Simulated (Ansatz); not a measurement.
# Dielectric response of ZnS (110) films, part 5 of 6

Wanted: ε of zincblende ZnS (110) by finite fields on slabs, and the band edges against the vacuum where run.

Ansatz 0.2.0; plane-wave DFT, PBEsol, Ansatz PAW.

So far, gap on the k-mesh (eV): step 2 (relaxing the film, 10 atoms, units 5) 2.39; step 23 (relaxation, 18 atoms, units 9) 2.25; step 24 (the relaxed film, single point, 18 atoms, units 9) 2.25; step 25 (atoms held, 18 atoms, units 9, field 0.05 V/Å) 2.23; step 26 (single point, 18 atoms, units 9, field -0.05 V/Å) 2.23.

## Step 28: Relaxing the film, 24 atoms, units 12

This step: plane-wave DFT, PBEsol, Ansatz PAW (Ansatz 0.2.0).

System of this step: ZnS (110), 12 units. The cell holds 24 atoms: 12 Zn and 12 S. Its edges and angles: a = 3.825 Å, b = 5.410 Å, c = 39.040 Å, α = 90.0°, β = 90.0°, γ = 90.0°. It derives from ZnS (zincblende ZnS). Vacuum lies along c.

The next thickness, treated alike, so that differences show the interior and the faces cancel.

File input.yaml:

```yaml
crystal:
  lattice:
    - [3.82544769, 0.0, 0.0]
    - [0.0, 5.41, 0.0]
    - [0.0, 0.0, 39.0399622742]
  atoms:
    - { symbol: Zn, position: [0.5, 0.5, 0.2305330097] }
    - { symbol: S, position: [0.0, 0.75, 0.2305330097] }
    - { symbol: Zn, position: [0.0, 0.0, 0.2795270079] }
    - { symbol: S, position: [0.5, 0.25, 0.2795270079] }
    - { symbol: Zn, position: [0.5, 0.5, 0.3285210061] }
    - { symbol: S, position: [0.0, 0.75, 0.3285210061] }
    - { symbol: Zn, position: [0.0, 0.0, 0.3775150044] }
    - { symbol: S, position: [0.5, 0.25, 0.3775150044] }
    - { symbol: Zn, position: [0.5, 0.5, 0.4265090026] }
    - { symbol: S, position: [0.0, 0.75, 0.4265090026] }
    - { symbol: Zn, position: [0.0, 0.0, 0.4755030009] }
    - { symbol: S, position: [0.5, 0.25, 0.4755030009] }
    - { symbol: Zn, position: [0.5, 0.5, 0.5244969991] }
    - { symbol: S, position: [0.0, 0.75, 0.5244969991] }
    - { symbol: Zn, position: [0.0, 0.0, 0.5734909974] }
    - { symbol: S, position: [0.5, 0.25, 0.5734909974] }
    - { symbol: Zn, position: [0.5, 0.5, 0.6224849956] }
    - { symbol: S, position: [0.0, 0.75, 0.6224849956] }
    - { symbol: Zn, position: [0.0, 0.0, 0.6714789939] }
    - { symbol: S, position: [0.5, 0.25, 0.6714789939] }
    - { symbol: Zn, position: [0.5, 0.5, 0.7204729921] }
    - { symbol: S, position: [0.0, 0.75, 0.7204729921] }
    - { symbol: Zn, position: [0.0, 0.0, 0.7694669903] }
    - { symbol: S, position: [0.5, 0.25, 0.7694669903] }
kpoints:
  mp_grid: { grid: [8, 6, 1] }
hamiltonian:
  xc: pbesol
scf:
  occupations: { method: fixed }
  convergence: { dr2_threshold: 1.0e-09 }
efield:
  axis: 3
  dipole_correction: true
  ramp_position: 0.97
  ramp_width: 0.06
relax:
  f_tol: 0.003
  max_steps: 100
output:
  write_potential: true
  write_density: true
  volumetric_format: npy
```

Started as:

```sh
$ ansatz run input.yaml --threads 16 --pin off --max-ram 32768MiB --backend cpu --events-out ev --progress --plain --runs-dir out
```

Numbers of over 12 decimals in the logs are rounded to 6 here.

The log of the run:

```text
[...]
Crystal: 24 atoms, lattice volume = 807.958 Å³
Basis set: ecut = 420 eV, 15749 PW (Γ), exchange–correlation on 54×80×540 points (8 copies of the dense FFT grid, shifted against one another)
Bands: 132, of which v1, the nominal top of the filled ones, is band 108 counted from 1 (107 counted from 0)
Symmetry: 2 space group operations
[...]
- { symbol: S, position: [0.0, 0.741310, 0.620102] }
    - { symbol: Zn, position: [0.0, -0.0049174, 0.667821] }
    - { symbol: S, position: [0.500000, 0.243836, 0.669103] }
    - { symbol: Zn, position: [0.500000, 0.492427, 0.718904] }
    - { symbol: S, position: [0.0, 0.739720, 0.716240] }
    - { symbol: Zn, position: [0.0, 0.063048, 0.753423] }
    - { symbol: S, position: [0.500000, 0.255992, 0.768011] }
[key lines of the parts left out:]
SCF converged after 7 iterations
Free energy (F): -50007.889897 eV
Fermi energy:    0.782084 eV
Dipole field:    D = 0.000000 V/Å  (p = 0.000001 e·Å, saw-weighted, corrected)
Work function:   Φ+ = 6.1062 eV   Φ− = 6.1062 eV
```

The job ended after 2.1 min (16 threads of Arm Neoverse V2, shared host; peak memory 7.6 GiB).

The relaxation took 7 steps and lowered the energy by 1.1 eV; the largest force on the free atoms ends at 0.0029 eV/Å.

The gap is 2.20 eV, with the valence edge 6.11 eV and the conduction edge 3.90 eV under the upper vacuum level.

## Step 29: Single point on the relaxed film, 24 atoms, units 12

The next thickness, treated alike, so that differences show the interior and the faces cancel.

File input.yaml:

```yaml
crystal:
  lattice:
    - [3.82544769, 0.0, 0.0]
    - [0.0, 5.41, 0.0]
    - [0.0, 0.0, 39.0399622742]
  atoms:
    - { symbol: Zn, position: [0.5, 0.5630482281, 0.2465773834] }
    - { symbol: S, position: [0.0, 0.7559922422, 0.2319889389] }
    - { symbol: Zn, position: [0.0, -0.0075729439, 0.2810960522] }
    - { symbol: S, position: [0.5, 0.2397195311, 0.2837598468] }
    - { symbol: Zn, position: [0.5, 0.4950826355, 0.3321787244] }
    - { symbol: S, position: [0.0, 0.7438363713, 0.3308965412] }
    - { symbol: Zn, position: [0.0, -0.0059564038, 0.3792489091] }
    - { symbol: S, position: [0.5, 0.2413101936, 0.3798982438] }
    - { symbol: Zn, position: [0.5, 0.4953351082, 0.4279494992] }
    - { symbol: S, position: [0.0, 0.7421893252, 0.4276366147] }
    - { symbol: Zn, position: [0.0, -0.0049472692, 0.4758095124] }
    - { symbol: S, position: [0.5, 0.2419631199, 0.4760236027] }
    - { symbol: Zn, position: [0.5, 0.4950527237, 0.5241904867] }
    - { symbol: S, position: [0.0, 0.741963114, 0.5239763936] }
    - { symbol: Zn, position: [0.0, -0.0046649122, 0.5720505002] }
    - { symbol: S, position: [0.5, 0.2421893097, 0.5723633825] }
    - { symbol: Zn, position: [0.5, 0.4940435679, 0.6207510912] }
    - { symbol: S, position: [0.0, 0.7413101702, 0.6201017551] }
    - { symbol: Zn, position: [0.0, -0.0049173963, 0.6678212766] }
    - { symbol: S, position: [0.5, 0.243836344, 0.6691034592] }
    - { symbol: Zn, position: [0.5, 0.4924270262, 0.7189039494] }
    - { symbol: S, position: [0.0, 0.7397195029, 0.7162401547] }
    - { symbol: Zn, position: [0.0, 0.063048198, 0.7534226187] }
    - { symbol: S, position: [0.5, 0.2559922139, 0.768011063] }
kpoints:
  mp_grid: { grid: [8, 6, 1] }
hamiltonian:
  xc: pbesol
scf:
  occupations: { method: fixed }
  convergence: { dr2_threshold: 1.0e-09 }
efield:
  axis: 3
  dipole_correction: true
  ramp_position: 0.97
  ramp_width: 0.06
output:
  eigenvalues: true
  write_potential: true
  write_density: true
  volumetric_format: npy
```

The log of the run:

```text
[...]
Crystal: 24 atoms, lattice volume = 807.958 Å³
Basis set: ecut = 420 eV, 15749 PW (Γ)
Bands: 132, of which v1, the nominal top of the filled ones, is band 108 counted from 1 (107 counted from 0)
Symmetry: 2 space group operations
k-points: 20 of 48 (time reversal used)
[...]
k-point 0: bands = [... 104 lower, 0.7306, 0.7447, 0.7573, 0.7821, 2.9844, 3.3640, 3.8739, 4.0764, ... 20 higher]
  k-point 1: bands = [... 104 lower, 0.5824, 0.5886, 0.6073, 0.6888, 3.5388, 3.6894, 3.9545, 4.2057, ... 20 higher]
  k-point 2: bands = [... 104 lower, 0.1997, 0.2366, 0.3858, 0.3879, 4.1280, 4.1401, 4.2682, 4.2809, ... 20 higher]
  k-point 19: bands = [... 104 lower, -0.0978, -0.0978, 0.1021, 0.1021, 4.1614, 4.1614, 4.5584, 4.5584, ... 20 higher]
[key lines of the parts left out:]
SCF converged after 11 iterations
Free energy (F): -50007.890589 eV
Fermi energy:    0.782084 eV
Dipole field:    D = -0.000000 V/Å  (p = -0.000001 e·Å, saw-weighted, corrected)
Work function:   Φ+ = 6.1063 eV   Φ− = 6.1063 eV
```

Wall time 30 s (16 threads); peak memory 7.7 GiB; 7.9 min of CPU time.

The gap is 2.20 eV, with the valence edge 6.11 eV and the conduction edge 3.90 eV under the upper vacuum level.

## Step 30: Atoms held, 24 atoms, units 12, field 0.05 V/Å

Edit input.yaml of step 29 so:

```diff
@@ -36,3 +36,3 @@
   occupations: { method: fixed }
-  convergence: { dr2_threshold: 1.0e-09 }
+  convergence: { dr2_threshold: 1.0e-10 }
 efield:
@@ -42,4 +42,4 @@
   ramp_width: 0.06
+  amplitude: 0.05
 output:
-  eigenvalues: true
   write_potential: true
```

The log of the run:

```text
[...]
Crystal: 24 atoms, lattice volume = 807.958 Å³
Basis set: ecut = 420 eV, 15749 PW (Γ)
Bands: 132, of which v1, the nominal top of the filled ones, is band 108 counted from 1 (107 counted from 0)
Symmetry: 2 space group operations
k-points: 20 of 48 (time reversal used)
[...]
k-point 0: bands = [... 104 lower, 0.7139, 0.7356, 0.7716, 0.8247, 2.9779, 3.3660, 3.8741, 4.0656, ... 20 higher]
  k-point 1: bands = [... 104 lower, 0.5510, 0.6022, 0.6481, 0.7042, 3.5217, 3.6989, 3.9563, 4.1944, ... 20 higher]
  k-point 2: bands = [... 104 lower, 0.2446, 0.2759, 0.3220, 0.4539, 4.0987, 4.1416, 4.2592, 4.2901, ... 20 higher]
  k-point 19: bands = [... 104 lower, -0.1345, -0.0499, 0.0411, 0.1671, 4.1194, 4.1939, 4.5562, 4.5642, ... 20 higher]
[key lines of the parts left out:]
SCF converged after 16 iterations
Free energy (F): -50007.893338 eV
Fermi energy:    0.824715 eV
Dipole field:    D = 0.024628 V/Å  (p = 0.109965 e·Å, saw-weighted, corrected)
```

Wall time 36 s (16 threads); peak memory 7.7 GiB.

The dipole is 0.110 e·Å, and the gap on the mesh 2.153 eV.

## Step 31: Single point, 24 atoms, units 12, field -0.05 V/Å

Edit input.yaml of step 30 so:

```diff
@@ -42,3 +42,3 @@
   ramp_width: 0.06
-  amplitude: 0.05
+  amplitude: -0.05
 output:
```

The log of the run:

```text
[...]
Crystal: 24 atoms, lattice volume = 807.958 Å³
Basis set: ecut = 420 eV, 15749 PW (Γ)
Bands: 132, of which v1, the nominal top of the filled ones, is band 108 counted from 1 (107 counted from 0)
Symmetry: 2 space group operations
k-points: 20 of 48 (time reversal used)
[...]
k-point 0: bands = [... 104 lower, 0.7139, 0.7356, 0.7716, 0.8247, 2.9779, 3.3660, 3.8741, 4.0656, ... 20 higher]
  k-point 1: bands = [... 104 lower, 0.5510, 0.6022, 0.6481, 0.7042, 3.5217, 3.6989, 3.9563, 4.1944, ... 20 higher]
  k-point 2: bands = [... 104 lower, 0.2446, 0.2759, 0.3220, 0.4539, 4.0987, 4.1416, 4.2592, 4.2901, ... 20 higher]
  k-point 19: bands = [... 104 lower, -0.1345, -0.0499, 0.0411, 0.1671, 4.1194, 4.1939, 4.5562, 4.5642, ... 20 higher]
[key lines of the parts left out:]
SCF converged after 16 iterations
Free energy (F): -50007.893338 eV
Fermi energy:    0.824717 eV
Dipole field:    D = -0.024628 V/Å  (p = -0.109966 e·Å, saw-weighted, corrected)
```

Wall time 36 s (16 threads); peak memory 7.7 GiB.

The dipole is -0.110 e·Å, and the gap on the mesh 2.153 eV.

## Step 32: Response with the atoms held, 24 atoms, units 12

This step: plane-wave DFT, PBEsol, Ansatz PAW; response to a field along the normal, atoms held (Ansatz 0.2.0).

Local field over the applied field, running mean. From the potentials at -0.05 and 0.05 V/Å; running mean over 1.913 Å, taken twice. The local field over applied field by z:

| z (Å) | local field over applied field |
| --- | --- |
| 5 | 0.997 |
| 6 | 0.977 |
| 7 | 0.869 |
| 8 | 0.606 |
| 9 | 0.308 |
| 10 | 0.166 |
| 11 | 0.158 |
| 12 | 0.166 |
| 13 | 0.163 |
| 14 | 0.164 |
| 15 | 0.166 |
| 16 | 0.165 |
| 17 | 0.165 |
| 18 | 0.166 |
| 19 | 0.165 |
| 20 | 0.165 |
| 21 | 0.166 |
| 22 | 0.165 |
| 23 | 0.165 |
| 24 | 0.166 |
| 25 | 0.164 |
| 26 | 0.163 |
| 27 | 0.165 |
| 28 | 0.158 |
| 29 | 0.164 |
| 30 | 0.299 |
| 31 | 0.593 |
| 32 | 0.862 |
| 33 | 0.976 |
| 34 | 0.997 |

The induced dipole is that of a conductor 19.23 Å thick.

## Step 33: Relaxing in the field, 24 atoms, units 12, field 0.05 V/Å

This step: plane-wave DFT, PBEsol, Ansatz PAW (Ansatz 0.2.0).

The same pair of relaxations in the field for this thickness.

Edit input.yaml of step 31 so:

```diff
@@ -42,3 +42,6 @@
   ramp_width: 0.06
-  amplitude: -0.05
+  amplitude: 0.05
+relax:
+  f_tol: 0.0006
+  max_steps: 70
 output:
```

The log of the run:

```text
[...]
Crystal: 24 atoms, lattice volume = 807.958 Å³
Basis set: ecut = 420 eV, 15749 PW (Γ), exchange–correlation on 54×80×540 points (8 copies of the dense FFT grid, shifted against one another)
Bands: 132, of which v1, the nominal top of the filled ones, is band 108 counted from 1 (107 counted from 0)
Symmetry: 2 space group operations
k-points: 20 of 48 (time reversal used)
[...]
- { symbol: Zn, position: [0.500000, 0.493922, 0.620776] }
    - { symbol: S, position: [0.0, 0.741194, 0.620082] }
    - { symbol: Zn, position: [0.0, -0.00507794, 0.667848] }
    - { symbol: S, position: [0.500000, 0.243668, 0.669083] }
    - { symbol: Zn, position: [0.500000, 0.492236, 0.718924] }
    - { symbol: S, position: [0.0, 0.739559, 0.716231] }
    - { symbol: Zn, position: [0.0, 0.062794, 0.753471] }
    - { symbol: S, position: [0.500000, 0.255832, 0.767993] }
[key lines of the parts left out:]
SCF converged after 6 iterations
Free energy (F): -50007.892819 eV
Fermi energy:    0.806171 eV
Dipole field:    D = 0.026164 V/Å  (p = 0.116822 e·Å, saw-weighted, corrected)
```

The job ended after 74 s (16 threads; peak memory 7.5 GiB).

The relaxation took 4 steps and lowered the energy by 1.7e-4 eV; the largest force on the free atoms ends at 2.9e-4 eV/Å.

The dipole is 0.117 e·Å, and the gap on the mesh 2.174 eV.

## Step 34: Field on, atoms free, 24 atoms, units 12, field -0.05 V/Å

The opposite sign, again from the field-free geometry; the difference of the two cancels what relaxes without a field.

Edit input.yaml of step 33 so:

```diff
@@ -42,3 +42,3 @@
   ramp_width: 0.06
-  amplitude: 0.05
+  amplitude: -0.05
 relax:
```

The log of the run:

```text
[...]
Crystal: 24 atoms, lattice volume = 807.958 Å³
Basis set: ecut = 420 eV, 15749 PW (Γ), exchange–correlation on 54×80×540 points (8 copies of the dense FFT grid, shifted against one another)
Bands: 132, of which v1, the nominal top of the filled ones, is band 108 counted from 1 (107 counted from 0)
Symmetry: 2 space group operations
k-points: 20 of 48 (time reversal used)
[...]
- { symbol: Zn, position: [0.500000, 0.494117, 0.620735] }
    - { symbol: S, position: [0.0, 0.741388, 0.620129] }
    - { symbol: Zn, position: [0.0, -0.00480365, 0.667798] }
    - { symbol: S, position: [0.500000, 0.243962, 0.669145] }
    - { symbol: Zn, position: [0.500000, 0.492579, 0.718885] }
    - { symbol: S, position: [0.0, 0.739862, 0.716270] }
    - { symbol: Zn, position: [0.0, 0.063306, 0.753388] }
    - { symbol: S, position: [0.500000, 0.256184, 0.768045] }
[key lines of the parts left out:]
SCF converged after 8 iterations
Free energy (F): -50007.892819 eV
Fermi energy:    0.806183 eV
Dipole field:    D = -0.026160 V/Å  (p = -0.116806 e·Å, saw-weighted, corrected)
```

It took 75 s on 16 threads; peak memory 7.5 GiB.

The relaxation took 4 steps and lowered the energy by 1.7e-4 eV; the largest force on the free atoms ends at 5.2e-4 eV/Å.

The dipole is -0.117 e·Å, and the gap on the mesh 2.174 eV.

## Step 35: Response with the atoms relaxed, 24 atoms, units 12

This step: plane-wave DFT, PBEsol, Ansatz PAW; response to a field along the normal, atoms relaxed (Ansatz 0.2.0).

Local field over the applied field, running mean. From the potentials at -0.05 and 0.05 V/Å; running mean over 1.913 Å, taken twice. Local field over applied field against z:

z (Å), local field over applied field and a bar:
```
        5      0.997 ##############################
        6      0.975 #############################
        7      0.859 ##########################
        8      0.631 ###################
        9      0.280 ########
       10      0.036 
       11      0.092 ##
       12      0.152 ####
       13      0.119 ###
       14      0.103 ##
       15      0.110 ##
       16      0.115 ##
       17      0.110 ##
       18      0.109 ##
       19      0.113 ##
       20      0.113 ##
       21      0.109 ##
       22      0.109 ##
       23      0.115 ##
       24      0.111 ##
       25      0.103 ##
       26      0.118 ###
       27      0.151 ####
       28      0.097 ##
       29      0.035 
       30      0.265 #######
       31      0.618 ##################
       32      0.853 #########################
       33      0.973 #############################
       34      0.997 ##############################
```

The induced dipole is that of a conductor 20.43 Å thick.

## Step 36: Relaxing the film, 32 atoms, units 16

This step: plane-wave DFT, PBEsol, Ansatz PAW (Ansatz 0.2.0).

System of this step: ZnS (110), 16 units. The cell holds 32 atoms: 16 Zn and 16 S. Cell: a = 3.825 Å, b = 5.410 Å, c = 46.691 Å, α = 90.0°, β = 90.0°, γ = 90.0°. It derives from ZnS (zincblende ZnS). Vacuum lies along c.

The next thickness, treated alike, so that differences show the interior and the faces cancel.

File input.yaml:

```yaml
crystal:
  lattice:
    - [3.82544769, 0.0, 0.0]
    - [0.0, 5.41, 0.0]
    - [0.0, 0.0, 46.6908576466]
  atoms:
    - { symbol: Zn, position: [0.5, 0.5, 0.1927572217] }
    - { symbol: S, position: [0.0, 0.75, 0.1927572217] }
    - { symbol: Zn, position: [0.0, 0.0, 0.2337229255] }
    - { symbol: S, position: [0.5, 0.25, 0.2337229255] }
    - { symbol: Zn, position: [0.5, 0.5, 0.2746886293] }
    - { symbol: S, position: [0.0, 0.75, 0.2746886293] }
    - { symbol: Zn, position: [0.0, 0.0, 0.315654333] }
    - { symbol: S, position: [0.5, 0.25, 0.315654333] }
    - { symbol: Zn, position: [0.5, 0.5, 0.3566200368] }
    - { symbol: S, position: [0.0, 0.75, 0.3566200368] }
    - { symbol: Zn, position: [0.0, 0.0, 0.3975857406] }
    - { symbol: S, position: [0.5, 0.25, 0.3975857406] }
    - { symbol: Zn, position: [0.5, 0.5, 0.4385514443] }
    - { symbol: S, position: [0.0, 0.75, 0.4385514443] }
    - { symbol: Zn, position: [0.0, 0.0, 0.4795171481] }
    - { symbol: S, position: [0.5, 0.25, 0.4795171481] }
    - { symbol: Zn, position: [0.5, 0.5, 0.5204828519] }
    - { symbol: S, position: [0.0, 0.75, 0.5204828519] }
    - { symbol: Zn, position: [0.0, 0.0, 0.5614485557] }
    - { symbol: S, position: [0.5, 0.25, 0.5614485557] }
    - { symbol: Zn, position: [0.5, 0.5, 0.6024142594] }
    - { symbol: S, position: [0.0, 0.75, 0.6024142594] }
    - { symbol: Zn, position: [0.0, 0.0, 0.6433799632] }
    - { symbol: S, position: [0.5, 0.25, 0.6433799632] }
    - { symbol: Zn, position: [0.5, 0.5, 0.684345667] }
    - { symbol: S, position: [0.0, 0.75, 0.684345667] }
    - { symbol: Zn, position: [0.0, 0.0, 0.7253113707] }
    - { symbol: S, position: [0.5, 0.25, 0.7253113707] }
    - { symbol: Zn, position: [0.5, 0.5, 0.7662770745] }
    - { symbol: S, position: [0.0, 0.75, 0.7662770745] }
    - { symbol: Zn, position: [0.0, 0.0, 0.8072427783] }
    - { symbol: S, position: [0.5, 0.25, 0.8072427783] }
kpoints:
  mp_grid: { grid: [8, 6, 1] }
hamiltonian:
  xc: pbesol
scf:
  occupations: { method: fixed }
  convergence: { dr2_threshold: 1.0e-09 }
efield:
  axis: 3
  dipole_correction: true
  ramp_position: 0.97
  ramp_width: 0.06
relax:
  f_tol: 0.003
  max_steps: 100
output:
  write_potential: true
  write_density: true
  volumetric_format: npy
```

The log of the run:

```text
[...]
Crystal: 32 atoms, lattice volume = 966.299 Å³
Basis set: ecut = 420 eV, 18855 PW (Γ), exchange–correlation on 54×80×640 points (8 copies of the dense FFT grid, shifted against one another)
Bands: 176, of which v1, the nominal top of the filled ones, is band 144 counted from 1 (143 counted from 0)
Symmetry: 2 space group operations
[...]
- { symbol: Zn, position: [-6.04629669637584e-18, -0.00330996, 0.720849] }
    - { symbol: S, position: [0.500000, 0.245422, 0.721924] }
    - { symbol: Zn, position: [0.500000, 0.494067, 0.763556] }
    - { symbol: S, position: [-6.6892465034372105e-18, 0.741372, 0.761341] }
    - { symbol: Zn, position: [-2.0073750133573887e-17, 0.064724, 0.792429] }
    - { symbol: S, position: [0.500000, 0.257690, 0.804623] }
[key lines of the parts left out:]
SCF converged after 9 iterations
Free energy (F): -66677.637678 eV
Fermi energy:    1.576077 eV
Dipole field:    D = -0.000000 V/Å  (p = -0.000000 e·Å, saw-weighted, corrected)
Work function:   Φ+ = 6.1067 eV   Φ− = 6.1068 eV
```

It took 4.9 min on 16 threads; peak memory 12 GiB.

Running mean over 1.913 Å of the planar mean; the ramp of the sawtooth is left out. The electron's electrostatic potential energy less the highest filled level by z:

z (Å), electron's electrostatic potential energy less the highest filled level (eV) and a bar from the least value:
```
        4       6.11 ##############################
        6       6.10 ##############################
        8       4.11 ########################
       10      -3.10 #
       12      -2.32 ####
       14      -2.51 ###
       16      -2.45 ###
       18      -2.47 ###
       20      -2.44 ###
       22      -2.42 ###
       24      -2.40 ###
       26      -2.38 ###
       28      -2.37 ###
       30      -2.36 ###
       32      -2.40 ###
       34      -2.29 ####
       36      -3.44 
       38       0.73 #############
       40       6.06 ##############################
       42       6.11 ##############################
```

The relaxation took 8 steps and lowered the energy by 1.1 eV; the largest force on the free atoms ends at 0.0017 eV/Å.

The gap is 2.16 eV, with the valence edge 6.11 eV and the conduction edge 3.95 eV under the upper vacuum level.

(Continued in part 6 of 6.)

[Logs are printed without paths, hosts, clocks, repeated set-up lines and the standing remarks that a program may print on its own settings, such as how far it seeks lower states.]

[Hosts, paths, dates, database ids (printed as entryN), source tags and the programs' standing remarks are cut or masked in the printed files.]

[Maps of the electrostatic potential energy from Ansatz leave out the sawtooth potential of an applied field or a dipole correction, so their vacuum need not be flat; planar profiles and work functions include it.]
